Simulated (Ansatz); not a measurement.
**Si (P6_3/mmc)**

All numbers below come from DFT LDA, scalar-relativistic, plane waves, PAW in Ansatz 0.2.0.

Settings: cutoff 420 eV, Γ-centred mesh 12×12×6 on the computed 4-atom cell, Gaussian smearing of 0.02 eV; no spin polarisation.

The structure is relaxed at this level of theory with its symmetry kept. This form isn't the element's structure at ambient conditions.

```
Si
1.0
     3.80198    0.00000    0.00000
    -1.90099    3.29261    0.00000
     0.00000    0.00000    6.28912
Si
4
Direct
  0.33333 0.66667 0.06303
  0.66667 0.33333 0.56303
  0.33333 0.66667 0.43697
  0.66667 0.33333 0.93697
```

(1) Formation energy from the elements' standard states (uncorrected)?

(2) Kohn–Sham band gap?

(3) Löwdin character of the top 1 eV of the valence band?

(4) Löwdin character of the lowest 1 eV of the conduction band?

(5) Electron masses at the edge by Cartesian direction of the standard setting (m_e; degenerate bands sorted by energy; no spin-orbit coupling)?

(6) Hole masses at the edge by Cartesian direction of the standard setting (m_e; degenerate bands sorted by energy; no spin-orbit coupling)?

(7) Bulk modulus?

(8) Its pressure derivative?

(9) Electronic dielectric constant xx, yy, zz of the standard setting (independent particles)?

(10) Bader charges (e)?

Answers

(1) +0.009 eV/atom.

(2) 0.27 eV, indirect from Γ to M.

(3) Si 3p 97 %.

(4) Si 3p 54 %, Si 3s 32 %, unprojected 15 %.

(5) x: 0.11; y: 1.1; z: 1.1.

(6) x: 0.57, 0.13; y: 0.57, 0.13; z: 0.56, 0.56.

(7) 96 GPa.

(8) 4.2.

(9) 13.8, 13.8, 14.9.

(10) Si (4 in the cell) 0.00.